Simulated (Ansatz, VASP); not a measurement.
## One calculation of CaO, two programs

File POSCAR:

```
CaO
1.0
    2.3551214364      2.3551214364      0.0000000000
   -2.3551214364      2.3551214364      0.0000000000
    0.0000000000      2.3551214364      2.3551214364
Ca O
1 1
Direct
    0.0000000000      0.0000000000      0.0000000000
    0.5000000000      0.5000000000      0.0000000000
```

INCAR.step1

```
ALGO = Normal
EDIFF = 1E-4
ENCUT = 520
GGA = PE
ISMEAR = 0
LASPH = T
LCHARG = F
LREAL = F
LWAVE = T
NBANDS = 15
NELM = 60
PREC = Accurate
SIGMA = 0.01
```

INCAR.step2

```
ALGO = Normal
EDIFF = 1E-7
ENCUT = 520
ISIF = 2
ISMEAR = 0
ISTART = 1
LASPH = T
LCHARG = F
LMIXTAU = T
LREAL = F
LWAVE = F
METAGGA = R2SCAN
NBANDS = 15
NELM = 60
PREC = Accurate
SIGMA = 0.01
```

Contents of KPOINTS:

```
k-points
0
Gamma
  8 8 8
```

Input for Ansatz:

```yaml
crystal:
  lattice:
    - [2.35512143645, 2.35512143645, 0.0]
    - [-2.35512143645, 2.35512143645, 0.0]
    - [0.0, 2.35512143645, 2.35512143645]
  atoms:
    - { symbol: Ca, position: [0.0, 0.0, 0.0] }
    - { symbol: O, position: [0.5, 0.5, 0.0] }
kpoints:
  mp_grid: { grid: [8, 8, 8] }
scf:
  occupations: { method: fixed }
  convergence: { dr2_threshold: 1.0e-10 }
hamiltonian:
  xc: r2scan
  pseudopotentials: { kind: paw }
output:
  forces: true
  stress: true
  eigenstates:
    kpoints:
      - [0.0, 0.0, 0.0]
      - [-0.5, 0.5, 0.0]
      - [-0.5, -0.5, -0.5]
      - [0.0, 0.0, -0.5]
      - [0.0, -0.5, -0.5]
      - [0.0, 0.5, 0.0]
      - [-0.5, 0.0, 0.0]
      - [-0.5, 0.0, -0.5]
  eigenvalues: true
```

Alike in both runs: task single point; functional r2SCAN; k mesh 8 × 8 × 8; no spin polarisation.

|  | VASP | Ansatz |
| --- | --- | --- |
| version | VASP 6.6.1 | Ansatz 0.2.0 |
| potentials or method | VASP PAW PBE potentials, release 64 (Ca_sv, O) | PAW with Ansatz's default frozen-core files, scalar-relativistic |
| plane-wave cutoff (eV) | 520 | 500 |
| occupations | gaussian, width 0.01 eV | fixed |
| valence electrons in the cell | 16 | 16 |

Ansatz gave:

| Property | Result |
| --- | --- |
| gap on the k mesh at the Fermi level (eV) | 4.18 |
| pressure (GPa) | 7.0 |

Which values does VASP return?

gap on the k mesh at the Fermi level (eV): 4.16; pressure (GPa): 8.4.

Caveats: the PAW data sets were made with another functional, which shifts forces and pressure a little (VASP). r2SCAN opens gaps a little over a GGA but as a rule still falls short of measured ones. A k mesh can miss the band edges.
